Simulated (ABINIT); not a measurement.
Runs of ABINIT 10.8.3 (patched build) on CuI (Marshite). Symmetry: F-43m, No. 216, cubic system. The conventional cell has a = 6.063 Å, b = 6.063 Å, c = 6.063 Å, α = 90.00°, β = 90.00°, γ = 90.00°. I (site symmetry -43m) has 4 Cu at 2.63 Å as nearest neighbours. Cu (site symmetry -43m) has 4 I at 2.63 Å as nearest neighbours. 

| task | level | potentials or basis | cell | k mesh | cutoff (eV) | smearing | cell freedom (optcell) | optimiser (ionmov) | cutoff smearing ecutsm (Ha) | force stop (Ha/bohr) | bands in the sums | gap on the mesh (eV) | pressure (GPa) |
| --- | --- | --- | --- | --- | --- | --- | --- | --- | --- | --- | --- | --- | --- |
| relaxation of cell and atoms | PBE | Ansatz NC PBE | relaxed | 6 × 6 × 6 | 1252 | fermi-dirac 0.05 eV | 2 | 2 | 0.5 | 2e-05 | - | 1.12 | 0.0 |
| single point | PBE | Ansatz NC PBE | cell relaxed | 6 × 6 × 6 | 1252 | fermi-dirac 0.05 eV | - | - | - | - | - | 1.12 | 0.0 |
| single point | LDA | JTH PAW LDA v2.0 | cell stretched | 6 × 6 × 6 | 408 | fermi-dirac 0.05 eV | - | - | - | - | - | 0.82 | - |
| single point | PBE | PseudoDojo NC SR PBE v0.4.1 standard | as given | 6 × 6 × 6 | 1143 | fermi-dirac 0.05 eV | - | - | - | - | - | (a) | - |

Alike in all rows: no spin polarisation.

**Question.** Estimate the missing entries.

**Answer.** (a) 1.09.

Caveats: spin-orbit coupling is left out, which moves the levels of the heavy elements.

A k mesh can miss the band edges, and the runs leave out spin-orbit coupling on I.
